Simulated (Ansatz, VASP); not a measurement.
**Mg: VASP beside Ansatz**

```
Mg
1.0
     3.17905    0.00000    0.00000
    -1.58953    2.75314    0.00000
     0.00000    0.00000    3.17336
Mg
1
Direct
  0.00000 0.00000 0.00000
```

Alike in both runs: task single point; functional PBEsol; k mesh 15 × 15 × 14; occupations gaussian, width 0.1 eV; no spin polarisation.

```csv
,VASP,Ansatz
version,VASP 6.6.1,Ansatz 0.2.0
potentials or method,"VASP PAW PBE potentials, release 64 (Mg)","scalar-relativistic, plane waves, PAW"
plane-wave cutoff (eV),520,420
valence electrons in the cell,2,10
```

VASP gave:

```
gap on the k mesh at the Fermi level (eV)       : none
pressure (GPa)                                  : -2.5
largest component of the traceless stress (GPa) : 0.36
```

Q: What did Ansatz give for the same quantities?

A: gap on the k mesh at the Fermi level (eV): none; pressure (GPa): -2.4; largest component of the traceless stress (GPa): 0.35.

A gap of «none» marks a metal or a gap that the smearing closes. The two sets of potentials don't hold the same shells in valence.

Caveats: the PAW data sets were made with another functional, which shifts forces and pressure a little (VASP).
